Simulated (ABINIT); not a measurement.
# C (Fd-3m) in ABINIT: further runs, part 2 of 2

ABINIT 10.8.3 (patched build).

## Step 6: Equation of state, HCTH407

Input file run.abi:

```
ndtset 7
getwfk -1
scalecart1 3*0.9795861087
scalecart2 3*0.9864848297
scalecart3 3*0.9932883884
scalecart4 3*1.0000000000
scalecart5 3*1.0066227096
scalecart6 3*1.0131594038
scalecart7 3*1.0196128224

pp_dirpath "./"
pseudos "C.upf"

acell 2.5220660407 2.5220660407 2.5220660407 Angstrom
rprim
     0.0000000000     0.7071067812     0.7071067812
     0.7071067812     0.0000000000     0.7071067812
     0.7071067812     0.7071067812     0.0000000000
ntypat 1
znucl 6
natom 2
typat 1 1
xred
     0.7500000000     0.7500000000     0.7500000000
     0.5000000000     0.5000000000     0.5000000000

ecut 41.0

kptopt 1
ngkpt 13 13 13
nshiftk 1
shiftk 0.0 0.0 0.0

ixc 27

nband 8
occopt 3
tsmear 0.00183747

nstep 100
tolvrs 1.0e-10

iomode 3
prtwf 1
prtden 0
prteig 0
prtebands 0
enunit 2
```

Potentials or basis: PseudoDojo NC SR PBE v0.4.1 standard.

The run is started by

```
$ abinit run.abi > log 2>&1
```

run.abo:

```text
.Version 10.8.3 of ABINIT
 DATASET    1 : space group Fd -3 m (#227); Bravais cF (face-center cubic)
================================================================================
 Values of the parameters that define the memory need for DATASET  1.
     intxc =       0    ionmov =       0      iscf =       7    lmnmax =       4
     lnmax =       4     mgfft =      30  mpssoang =       2    mqgrid =    3001
     natom =       2  nloc_mem =       1    nspden =       1   nspinor =       1
    nsppol =       1      nsym =      48    n1xccc =    2501    ntypat =       1
    occopt =       3   xclevel =       2
       mpw =         918          nfft =       27000          nkpt =          84
================================================================================
================================================================================
[... 61 lines left out ...]
 DATASET    7 : space group Fd -3 m (#227); Bravais cF (face-center cubic)
================================================================================
 Values of the parameters that define the memory need for DATASET  7.
     intxc =       0    ionmov =       0      iscf =       7    lmnmax =       4
     lnmax =       4     mgfft =      30  mpssoang =       2    mqgrid =    3001
     natom =       2  nloc_mem =       1    nspden =       1   nspinor =       1
    nsppol =       1      nsym =      48    n1xccc =    2501    ntypat =       1
    occopt =       3   xclevel =       2
       mpw =        1030          nfft =       27000          nkpt =          84
================================================================================
================================================================================

--------------------------------------------------------------------------------
------------- Echo of variables that govern the present computation ------------
--------------------------------------------------------------------------------
 -outvars: echo values of preprocessed input variables --------
            acell      4.7660140884E+00  4.7660140884E+00  4.7660140884E+00 Bohr
              amu      1.20110000E+01
             ecut      4.10000000E+01 Hartree
           enunit           2
           getwfk          -1
                       outvar_i_n : Printing only first  50 k-points.
              ixc          27
           jdtset        1    2    3    4    5    6    7
                       outvar_i_n : Printing only first  50 k-points.
[... 131 lines left out ...]
   6.90154688E+01                                ecore*ucvol(ha*bohr**3)
--------------------------------------------------------------------------------

================================================================================

--- !BeginCycle
iteration_state: {dtset: 1, }
solver: {iscf: 7, nstep: 100, nline: 4, wfoptalg: 0, }
tolerances: {tolvrs: 1.00E-10, }
...
[... 1052 lines left out ...]
-Cartesian components of stress tensor (GPa)         [Pressure= -3.4494E+01 GPa]
- sigma(1 1)=  3.44944109E+01  sigma(3 2)=  0.00000000E+00
- sigma(2 2)=  3.44944109E+01  sigma(3 1)=  0.00000000E+00
- sigma(3 3)=  3.44944109E+01  sigma(2 1)=  0.00000000E+00

== END DATASET(S) ==============================================================
================================================================================

 -outvars: echo values of variables after computation  --------
            acell      4.7660140884E+00  4.7660140884E+00  4.7660140884E+00 Bohr
           etotal1    -1.2132351391E+01
           etotal2    -1.2132846455E+01
           etotal3    -1.2132832471E+01
           etotal4    -1.2132355391E+01
           etotal5    -1.2131458193E+01
           etotal6    -1.2130180181E+01
           etotal7    -1.2128555934E+01
            fcart1    -8.1563563859E-29  8.1563563859E-29 -8.1563563859E-29
                       8.1563563859E-29 -8.1563563859E-29  8.1563563859E-29
            fcart2     1.6451737784E-28 -2.9613128010E-28  2.9613128010E-28
                      -1.6451737784E-28  2.9613128010E-28 -2.9613128010E-28
            fcart3     1.6087681094E-28 -8.0438405468E-28 -4.8483713788E-44
                      -1.6087681094E-28  8.0438405468E-28  4.8483713788E-44
            fcart4    -1.5979706827E-27  3.1959413653E-28  9.5878240959E-28
                       1.5979706827E-27 -3.1959413653E-28 -9.5878240959E-28
            fcart5     4.4841550858E-44 -6.3498296528E-28 -1.2699659306E-27
                      -4.4841550858E-44  6.3498296528E-28  1.2699659306E-27
[... 38 lines left out ...]
                       0.0000000000E+00  0.0000000000E+00  0.0000000000E+00
           xangst1     2.6204467180E+00  2.6204467180E+00  2.6204467180E+00
                       1.7469644787E+00  1.7469644787E+00  1.7469644787E+00
           xangst2     2.6389011761E+00  2.6389011761E+00  2.6389011761E+00
                       1.7592674508E+00  1.7592674508E+00  1.7592674508E+00
           xangst3     2.6571010699E+00  2.6571010699E+00  2.6571010699E+00
                       1.7714007132E+00  1.7714007132E+00  1.7714007132E+00
           xangst4     2.6750550000E+00  2.6750550000E+00  2.6750550000E+00
                       1.7833700000E+00  1.7833700000E+00  1.7833700000E+00
           xangst5     2.6927711124E+00  2.6927711124E+00  2.6927711124E+00
                       1.7951807416E+00  1.7951807416E+00  1.7951807416E+00
           xangst6     2.7102571290E+00  2.7102571290E+00  2.7102571290E+00
                       1.8068380860E+00  1.8068380860E+00  1.8068380860E+00
           xangst7     2.7275203786E+00  2.7275203786E+00  2.7275203786E+00
                       1.8183469191E+00  1.8183469191E+00  1.8183469191E+00
             xred      7.5000000000E-01  7.5000000000E-01  7.5000000000E-01
                       5.0000000000E-01  5.0000000000E-01  5.0000000000E-01
 Calculation completed.
```

Wall time 67 s (1 thread of Arm Neoverse V2, shared host); peak memory 0.1 GiB.

Results:

| Property | Result |
| --- | --- |
| Equilibrium volume | 5.50 Å³/atom |
| Bulk modulus | 453 GPa |
| Pressure derivative of the bulk modulus | 3.7 |

Energy against volume, from the lowest point:
| volume (Å³/atom) | energy (meV/atom) |
| --- | --- |
| 5.332 | 6.74 |
| 5.445 | 0.00 |
| 5.558 | 0.19 |
| 5.672 | 6.68 |
| 5.785 | 18.89 |
| 5.899 | 36.28 |
| 6.012 | 58.38 |

Caveat: pressures at fixed basis lie under the slope of the energies; the potentials were made for another functional, which shifts forces and pressure.

## Step 7: Summary

| task | level | potentials or basis | cutoff (eV) | fine-grid cutoff | V0 of scaled cells (Å³/atom) | B0 (GPa) |
| --- | --- | --- | --- | --- | --- | --- |
| equation of state | PBE | JTH PAW PBE v2.0 | 707 | 1306.15 eV | 5.69 | 438 |
| band structure | HLE16 | JTH PAW PBE v2.0 | 544 | 1088.46 eV | - | - |
| equation of state | LDA | JTH PAW LDA v2.0 | 707 | 1306.15 eV | 5.50 | 469 |
| equation of state | PBE+D3 | JTH PAW PBE v2.0 | 544 | 1088.46 eV | 5.65 | 441 |
| equation of state | HCTH407 | PseudoDojo NC SR PBE v0.4.1 standard | 1116 | - | 5.50 | 453 |

Alike in all rows: no spin polarisation; cell as given; k mesh 13 × 13 × 13; smearing fermi-dirac 0.05 eV.

Caveats: pressures at fixed basis lie under the slope of the energies (some runs); the atomic spheres overlap (some runs); the potentials were made for another functional, which shifts forces and pressure (some runs); the cell as given lies far from equilibrium (some runs); the potentials were made for a functional far from this one (some runs); so large a pressure means that the cell lies far from this level's equilibrium, or that cutoff or potentials fall short (some runs).

Total energies depend on the potentials used, so only differences within one code and one set of settings carry meaning.

## Step 8: Comparison with measurements

Step 2. Measured bulk modulus of C: 442 GPa (quoted in “Equation of state of cubic boron nitride at high pressures and temperatures”, 2007, arxiv:cond-mat/0702656). This calculation gives 438 GPa (-1.0 %). 3 values of this kind are on record (442 to 444.8 GPa); this one was drawn at random among those near their median, those with a stated uncertainty first. The fit is for a static lattice scaled at fixed shape and fixed fractional positions. The cell as given is a measured one (5.67 Å³/atom); PBE puts the equilibrium volume +0.3 % from it, thermal expansion not counted.

Step 4. Against the measured bulk modulus of C, 444.8 GPa (quoted in “Equation of state of cubic boron nitride at high pressures and temperatures”, 2007, arxiv:cond-mat/0702656), the calculated 469 GPa is off by +5.3 %. 3 values of this kind are on record (442 to 444.8 GPa); this one was drawn at random among those near their median, those with a stated uncertainty first. The fit is for a static lattice scaled at fixed shape and fixed fractional positions. The cell as given is a measured one (5.67 Å³/atom); LDA puts the equilibrium volume -3.1 % from it, thermal expansion not counted.

Step 5. Against the measured bulk modulus of C, 444.8 GPa (quoted in “Equation of state of cubic boron nitride at high pressures and temperatures”, 2007, arxiv:cond-mat/0702656), the calculated 441 GPa is off by -1.0 %. 3 values of this kind are on record (442 to 444.8 GPa); this one was drawn at random among those near their median, those with a stated uncertainty first. The fit is for a static lattice scaled at fixed shape and fixed fractional positions. The cell as given is a measured one (5.67 Å³/atom); PBE+D3 puts the equilibrium volume -0.3 % from it, thermal expansion not counted.

Step 6. Measured bulk modulus of C: 444.8 GPa (quoted in “Equation of state of cubic boron nitride at high pressures and temperatures”, 2007, arxiv:cond-mat/0702656). This calculation gives 453 GPa (+1.9 %). 3 values of this kind are on record (442 to 444.8 GPa); this one was drawn at random among those near their median, those with a stated uncertainty first. The fit is for a static lattice scaled at fixed shape and fixed fractional positions.
